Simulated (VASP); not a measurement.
# Ta (Im-3m) in VASP: a series of runs

Runs on Ta. Level: PBE. Tasks: relaxation of cell and atoms, vibrations by finite differences.

Program: VASP 6.6.1. These are calculated values, not measurements. Logs are shortened: lines on timing, memory, paths and dates and some standing lists are left out, and cuts for length are marked.

### 1 The crystal as given

It takes space group Im-3m (No. 229, cubic). Conventional cell: a = 3.303 Å, b = 3.303 Å, c = 3.303 Å, α = 90.00°, β = 90.00°, γ = 90.00°. Around Ta (site symmetry m-3m) lie 8 Ta at 2.86 Å.

### 2 Relaxation of cell and atoms, PBE

File INCAR:

```
ALGO = Normal ; EDIFF = 1E-7
EDIFFG = -0.002 ; ENCUT = 520
GGA = PE ; IBRION = 2
ISIF = 3 ; ISMEAR = 0
LASPH = T ; LCHARG = F
LREAL = F ; LWAVE = F
NELM = 80 ; NSW = 80
PREC = Accurate ; SIGMA = 0.1
```

File KPOINTS:

```
k-points
0
Gamma
  26 26 26
```

File POSCAR:

```
Ta
1.0
   -1.6512800000      1.6512800000      1.6512800000
    1.6512800000     -1.6512800000      1.6512800000
    1.6512800000      1.6512800000     -1.6512800000
Ta
1
Direct
    0.0000000000      0.0000000000      0.0000000000
```

Potentials or basis: VASP PAW PBE potentials, release 64 (Ta_pv).

Launch:

```bash
$ cat potpaw_PBE.64/Ta_pv/POTCAR > POTCAR
$ mpirun -np 1 vasp_std > vasp.out
```

OUTCAR:

```text
EDIFF = 1E-7
   EDIFFG = -0.002
   ENCUT = 520
   GGA = PE
   IBRION = 2
   ISIF = 3
   ISMEAR = 0
   LASPH = T
   LREAL = F
   NELM = 80
   NSW = 80
   PREC = Accurate

 ion  position               nearest neighbor table
   1  0.000  0.000  0.000-

  LATTYP: Found a body centered cubic cell.
 ALAT       =     3.3025600000

  Lattice vectors:

 A1 = (  -1.6512800000,   1.6512800000,   1.6512800000)
 A2 = (   1.6512800000,  -1.6512800000,   1.6512800000)
 A3 = (   1.6512800000,   1.6512800000,  -1.6512800000)

Analysis of symmetry for initial positions (statically):
=====================================================================
 Subroutine PRICEL returns:
 Original cell was already a primitive cell.

 Routine SETGRP: Setting up the symmetry group for a
 body centered cubic supercell.

 Subroutine GETGRP returns: Found 48 space group operations
 (whereof 48 operations were pure point group operations)
 out of a pool of 48 trial point group operations.

The static configuration has the point symmetry O_h .

Analysis of symmetry for dynamics (positions and initial velocities):
=====================================================================
 Subroutine PRICEL returns:
 Original cell was already a primitive cell.

 Routine SETGRP: Setting up the symmetry group for a
 body centered cubic supercell.

 Subroutine GETGRP returns: Found 48 space group operations
 (whereof 48 operations were pure point group operations)
 out of a pool of 48 trial point group operations.

The dynamic configuration has the point symmetry O_h .

 Subroutine INISYM returns: Found 48 space group operations
 (whereof 48 operations are pure point group operations),
 and found     1 'primitive' translations

----------------------------------------------------------------------------------------

                                     Primitive cell

  volume of cell :      18.0104

  direct lattice vectors                    reciprocal lattice vectors
    -1.651280000  1.651280000  1.651280000     0.000000000  0.302795407  0.302795407
     1.651280000 -1.651280000  1.651280000     0.302795407  0.000000000  0.302795407
     1.651280000  1.651280000 -1.651280000     0.302795407  0.302795407  0.000000000

  length of vectors
     2.860100858  2.860100858  2.860100858     0.428217371  0.428217371  0.428217371

  position of ions in fractional coordinates (direct lattice)
     0.000000000  0.000000000  0.000000000

  ion indices of the primitive-cell ions
   primitive index   ion index
                 1           1

----------------------------------------------------------------------------------------

 KPOINTS: k-points

Automatic generation of k-mesh.
 Grid dimensions read from file:
 generate k-points for:   26   26   26

 Generating k-lattice:

  Cartesian coordinates                     Fractional coordinates (reciprocal lattice)
     0.000000000  0.011645977  0.011645977     0.038461538  0.000000000  0.000000000
     0.011645977  0.000000000  0.011645977     0.000000000  0.038461538  0.000000000
     0.011645977  0.011645977  0.000000000     0.000000000  0.000000000  0.038461538

  Length of vectors
     0.016469899  0.016469899  0.016469899

  Shift w.r.t. Gamma in fractional coordinates (k-lattice)
     0.000000000  0.000000000  0.000000000

 Subroutine IBZKPT returns following result:
 ===========================================

 Found    511 irreducible k-points:

 Following reciprocal coordinates:
            Coordinates               Weight
  0.000000  0.000000  0.000000      1.000000
  0.038462  0.000000  0.000000     12.000000
  0.076923  0.000000  0.000000     12.000000
  0.115385  0.000000  0.000000     12.000000
  0.153846  0.000000  0.000000     12.000000
  0.192308  0.000000  0.000000     12.000000
[... 16 lines left out ...]
  0.346154  0.038462  0.000000     48.000000
  0.384615  0.038462  0.000000     48.000000
 [... further k-points ...]
   k-points           NKPTS =    511   k-points in BZ     NKDIM =    511   number of bands    NBANDS=      9
   number of dos      NEDOS =    301   number of ions     NIONS =      1
   total plane-waves  NPLWV =  13824
   dimension x,y,z NGX =    24 NGY =   24 NGZ =   24
   dimension x,y,z NGXF=    48 NGYF=   48 NGZF=   48
   ions per type =               1
   NGX,Y,Z   is equivalent  to a cutoff of  13.95, 13.95, 13.95 a.u.
   NGXF,Y,Z  is equivalent  to a cutoff of  27.90, 27.90, 27.90 a.u.
 SYSTEM =  unknown system
   PREC   = accura    normal or accurate (medium, high low for compatibility)
   ISTART =      0    job   : 0-new  1-cont  2-samecut
   ICHARG =      2    charge: 1-file 2-atom 10-const
   ISPIN  =      1    spin polarized calculation?
   LNONCOLLINEAR =      F non collinear calculations
   LSORBIT =      F    spin-orbit coupling
   LASPH  =      T    aspherical Exc in radial PAW
   ENCUT  =  520.0 eV  38.22 Ry    6.18 a.u.   5.32  5.32  5.32*2*pi/ulx,y,z
   NELM   =     80;   NELMIN=  2; NELMDL= -5     # of ELM steps
   EDIFF  = 0.1E-06   stopping-criterion for ELM
   LREAL  =      F    real-space projection
   EDIFFG = -.2E-02   stopping-criterion for IOM
   NSW    =     80    number of steps for IOM
   IBRION =      2    ionic relax: 0-MD 1-quasi-New 2-CG
   NFREE  =      1    steps in history (QN), initial steepest desc. (CG)
   ISIF   =      3    stress and relaxation
   ISYM   =      2    0-nonsym 1-usesym 2-fastsym
   POTIM  = 0.5000    time-step for ionic-motion
   TEBEG  =    0.0;   TEEND  =   0.0 temperature during run
   PSTRESS=    0.0 pullay stress
   NELECT =      11.0000    total number of electrons
   NUPDOWN=      -1.0000    fix difference up-down
   EMIN   =  10.00;   EMAX   =-10.00  energy-range for DOS
   EFERMI =   0.00;   METHOD = LEGACY
   ISMEAR =     0;   SIGMA  =   0.10  broadening in eV -4-tet -1-fermi 0-gaus
   EFERMI_NEDOS =   21; number of points for ismear=-14 and -15
   IALGO  =     38    algorithm
   IMIX   =      4    mixing-type and parameters
     AMIX     =   0.40;   BMIX     =  1.00
     AMIX_MAG =   1.60;   BMIX_MAG =  1.00
  volume/ion in A,a.u.               =      18.01       121.54
  Fermi-wavevector in a.u.,A,eV,Ry     =   1.388988  2.624806 26.249534  1.929286
  Thomas-Fermi vector in A             =   2.513061
   LORBIT       =      0    0 simple, 1 ext, 2 COOP (PROOUT), +10 PAW based schemes
   GGA     = PE    functional components
   LHFCALC =     F    Hartree Fock is set to
   AEXX    =    0.0000 exact exchange contribution
   IVDW    =     0    specifies the selected vdW correction
   LEPSILON=     F    determine dielectric tensor
   LRPA    =     F    only Hartree local field effects (RPA)
 conjugate gradient relaxation of ions
 non-spin polarized calculation
 Gauss-broadening in eV      SIGMA  =   0.10
  energy-cutoff  :      520.00
  volume of cell :       18.01
 maximum number of plane-waves:       496
 NGX is ok and might be reduce to    24
   NGX = 11   NGY = 11   NGZ = 11

--------------------------------------- Ionic step        1  -------------------------------------------

 number of electron      11.0000002 magnetization

 Free energy of the ion-electron system (eV)
  ---------------------------------------------------
  ext. energy  EPLUGINS =         0.00000000
  ---------------------------------------------------
  free energy    TOTEN  =       -11.81336037 eV

  energy without entropy =      -11.80713381  energy(sigma->0) =      -11.81024709

------------------------ aborting loop because EDIFF is reached ----------------------------------------

  FORCE on cell =-STRESS in cart. coord.  units (eV):
  Direction    XX          YY          ZZ          XY          YZ          ZX
  --------------------------------------------------------------------------------------
  -------------------------------------------------------------------------------------
  Total        0.3673850      0.3673850      0.3673850      0.0000000      0.0000000     -0.0000000
  in kB       32.6820879     32.6820879     32.6820879      0.0000000      0.0000000     -0.0000000
  external PRESSURE =      32.6820879 kB  Pullay stress =       0.0000000 kB
[... 86 lines left out ...]
  FREE ENERGIE OF THE ION-ELECTRON SYSTEM (eV)
  ---------------------------------------------------
  free  energy   TOTEN  =       -11.8162745096 eV

  energy  without entropy=      -11.8101140796  energy(sigma->0) =      -11.81319429

[... ionic steps 4 to 13 ...]

--------------------------------------- Ionic step       14  -------------------------------------------

 number of electron      11.0000000 magnetization

------------------------ aborting loop because EDIFF is reached ----------------------------------------

  FORCE on cell =-STRESS in cart. coord.  units (eV):
  Direction    XX          YY          ZZ          XY          YZ          ZX
  --------------------------------------------------------------------------------------
  -------------------------------------------------------------------------------------
  Total        0.0034880      0.0034880      0.0034880      0.0000000      0.0000000      0.0000000
  in kB        0.3053902      0.3053902      0.3053902      0.0000000      0.0000000      0.0000000
  external PRESSURE =       0.3053902 kB  Pullay stress =       0.0000000 kB
[... 55 lines left out ...]
  energy  without entropy=      -11.8101137792  energy(sigma->0) =      -11.81319440

--------------------------------------- Ionic step       16  -------------------------------------------

 number of electron      11.0000000 magnetization

 Free energy of the ion-electron system (eV)
  ---------------------------------------------------
  ext. energy  EPLUGINS =         0.00000000
  ---------------------------------------------------
  free energy    TOTEN  =       -11.81627500 eV

  energy without entropy =      -11.81011419  energy(sigma->0) =      -11.81319460

 E-fermi :   5.3499     XC(G=0): -12.5372

 val. band max:        5.3458438817   @ k =  -0.3462   0.4231   0.0385
 cond. band min:       5.3524222001   @ k =  -0.1538   0.2308   0.0385
 fundamental gap:      0.0065783185
 Fermi energy:         5.3499452347

 k-point     1 :       0.0000    0.0000    0.0000
  band No.  band energies     occupation
      1     -27.7810      2.00000
      2     -27.7810      2.00000
      3     -27.7810      2.00000
      4      -2.4970      2.00000
      5       6.0902      0.00000
      6       6.0902      0.00000
      7       6.0902      0.00000
      8       9.3072      0.00000
      9       9.3072      0.00000
[... 265 lines left out ...]
 k-point    24 :       0.3846    0.0385    0.0000
  band No.  band energies     occupation
      1     -28.7988      2.00000
      2     -28.1150      2.00000
      3     -27.7937      2.00000
      4       1.0452      2.00000
      5       4.0262      2.00000
      6       5.9816      0.00000
      7       9.2098      0.00000
      8      10.0402      0.00000
      9      11.9489      0.00000

 [... further k-points ...]

------------------------ aborting loop because EDIFF is reached ----------------------------------------

  FORCE on cell =-STRESS in cart. coord.  units (eV):
  Direction    XX          YY          ZZ          XY          YZ          ZX
  --------------------------------------------------------------------------------------
  -------------------------------------------------------------------------------------
  Total        0.0001765      0.0001765      0.0001765      0.0000000     -0.0000000     -0.0000000
  in kB        0.0154545      0.0154545      0.0154545      0.0000000     -0.0000000     -0.0000000
  external PRESSURE =       0.0154545 kB  Pullay stress =       0.0000000 kB
[... 16 lines left out ...]
  FREE ENERGIE OF THE ION-ELECTRON SYSTEM (eV)
  ---------------------------------------------------
  free  energy   TOTEN  =       -11.8162750011 eV

  energy  without entropy=      -11.8101141949  energy(sigma->0) =      -11.81319460

 reached required accuracy - stopping structural energy minimisation
```

Run time: 2.2 min. Hardware: 1 thread of Intel Xeon Platinum 8488C (Sapphire Rapids), shared host; peak memory 0.24 GiB.

What came out:

```
Free energy                            : -11.8163 eV
Relaxed volume                         : 18.30 Å³/atom
Relaxed cell                           : a = 2.875 Å, b = 2.875 Å, c = 2.875 Å, α = 109.47°, β = 109.47°, γ = 109.47°
Space group after relaxing (to 0.05 Å) : Im-3m (No. 229)
Energy gained by relaxing              : 2.9 meV/atom
Ionic steps                            : 16
Pressure after relaxing                : 0.0 GPa
Band gap on the k mesh                 : none (metal or under the smearing width)
```

The path:
| step | energy change (eV) | largest force (eV/Å) | pressure (GPa) | volume (Å³) |
| --- | --- | --- | --- | --- |
| 1 | 0.0000 | 0.0000 | 3.27 | 18.01 |
| 2 | 0.0120 | 0.0000 | -6.76 | 18.99 |
| 3 | -0.0029 | 0.0000 | -0.03 | 18.30 |
| 4 | -0.0029 | 0.0000 | 0.03 | 18.30 |
| 5 | -0.0029 | 0.0000 | 0.03 | 18.30 |
| 6 | -0.0029 | 0.0000 | 0.03 | 18.30 |
| 7 | -0.0029 | 0.0000 | 0.03 | 18.30 |
| 8 | -0.0029 | 0.0000 | 0.03 | 18.30 |
| 9 | -0.0029 | 0.0000 | 0.03 | 18.30 |
| 10 | -0.0029 | 0.0000 | 0.03 | 18.30 |
| 11 | -0.0029 | 0.0000 | 0.03 | 18.30 |
| 12 | -0.0029 | 0.0000 | 0.03 | 18.30 |
| 13 | -0.0029 | 0.0000 | 0.03 | 18.30 |
| 14 | -0.0029 | 0.0000 | 0.03 | 18.30 |
| 15 | -0.0029 | 0.0000 | 0.03 | 18.30 |
| 16 | -0.0029 | 0.0000 | 0.00 | 18.30 |

Final structure:
```cif
data_structure
_symmetry_space_group_name_H-M 'P 1'
_symmetry_Int_Tables_number 1
_cell_length_a 2.8754
_cell_length_b 2.8754
_cell_length_c 2.8754
_cell_angle_alpha 109.471
_cell_angle_beta 109.471
_cell_angle_gamma 109.471
_cell_volume 18.30
loop_
_atom_site_label
_atom_site_type_symbol
_atom_site_fract_x
_atom_site_fract_y
_atom_site_fract_z
_atom_site_occupancy
Ta1 Ta 0.00000 0.00000 0.00000 1
```

Spin-orbit coupling is left out, which matters for the levels of Ta. PBE usually gives volumes a little too large and moduli too small.

### 3 Relaxation of cell and atoms, PBE

This run uses another cell than the first one, of 18.30 Å³/atom, 1.016 times its volume.

INCAR is that of step 2.

KPOINTS is that of step 2.

File POSCAR:

```
Ta                                      
1.0
   -1.6601287958      1.6601287958      1.6601287958
    1.6601287958     -1.6601287958      1.6601287958
    1.6601287958      1.6601287958     -1.6601287958
  Ta            
     1
Direct
     0.0000000000000000    0.0000000000000000    0.0000000000000000
```

Potentials or basis: VASP PAW PBE potentials, release 64 (Ta_pv).

Launch:

```bash
$ cat potpaw_PBE.64/Ta_pv/POTCAR > POTCAR
$ mpirun -np 1 vasp_std > vasp.out
```

It took 30 s on 1 thread of Intel Xeon Platinum 8488C (Sapphire Rapids), shared host; peak memory 0.22 GiB.

Results (log left out):

| Item | Value |
| --- | --- |
| Free energy | -11.8164 eV |
| Pressure after relaxing | 0.0 GPa |
| Band gap on the k mesh | none (metal or under the smearing width) |

Final structure:
```
CELL_PARAMETERS angstrom
-1.66013 1.66013 1.66013
1.66013 -1.66013 1.66013
1.66013 1.66013 -1.66013
ATOMIC_POSITIONS crystal
Ta 0.00000 0.00000 0.00000
```

Levels at points of the mesh, in eV from the Fermi level:
```csv
k point,band 2,band 3,band 4,band 5,band 6,band 7,band 8,band 9
"(0.00, 0.00, 0.00)",-33.13,-33.13,-7.85,0.74,0.74,0.74,3.96,3.96
"(0.50, 0.00, 0.00)",-33.49,-33.14,-4.30,-1.49,1.52,3.83,4.84,7.65
"(0.50, 0.50, 0.50)",-33.91,-33.91,-3.70,-3.70,6.71,6.71,6.71,8.52
```

Caveat: the relaxation stopped at its first step, so nothing moved.

### 4 Vibrations by finite differences, PBE

This run uses another cell than the first one, of 18.30 Å³/atom, 1.016 times its volume.

File INCAR:

```
SYSTEM = Ta
ALGO     = Normal         ! electronic algorithm
EDIFF    = 1E-8           ! SCF threshold, eV
ENCUT    = 520            ! plane-wave cutoff, eV
GGA      = PE             ! functional
IBRION   = 6              ! ionic algorithm
ISIF     = 3              ! what is computed and relaxed
ISMEAR   = 0              ! smearing method
LASPH    = .TRUE.         ! aspherical terms in the spheres
LCHARG   = .FALSE.        ! write CHGCAR
LREAL    = .FALSE.        ! projectors in reciprocal space
LWAVE    = .FALSE.        ! write WAVECAR
NELM     = 80             ! most SCF steps
NFREE    = 2            
NSW      = 1              ! ionic steps
POTIM    = 0.015          ! step
PREC     = Accurate       ! precision mode
SIGMA    = 0.1            ! smearing width, eV
```

File KPOINTS:

```
k-points
0
G
  26 26 26
  0 0 0
```

POSCAR is that of step 3.

Launch:

```bash
$ cat potpaw_PBE.64/Ta_pv/POTCAR > POTCAR
$ mpirun -np 1 vasp_std > vasp.out
```

Run time: 27 min. Hardware: 1 thread of Intel Xeon Platinum 8488C (Sapphire Rapids), shared host; peak memory 1.5 GiB.

Results (log left out):

- Elastic constants C11, C12, C44: 275, 159, 80 GPa
- Voigt bulk modulus: 198 GPa

Elastic tensor in Voigt notation (GPa, in the Cartesian axes of the cell as first typed):
```
275 159 159   0   0   0
159 275 159   0   0   0
159 159 275   0   0   0
  0   0   0  80   0   0
  0   0   0   0  80   0
  0   0   0   0   0  80
```

Clamped-ion elastic tensor (GPa):
```
275 159 159   0   0   0
159 275 159   0   0   0
159 159 275   0   0   0
  0   0   0  80   0   0
  0   0   0   0  80   0
  0   0   0   0   0  80
```

The run has no spin-orbit coupling, so splittings on Ta are missing.
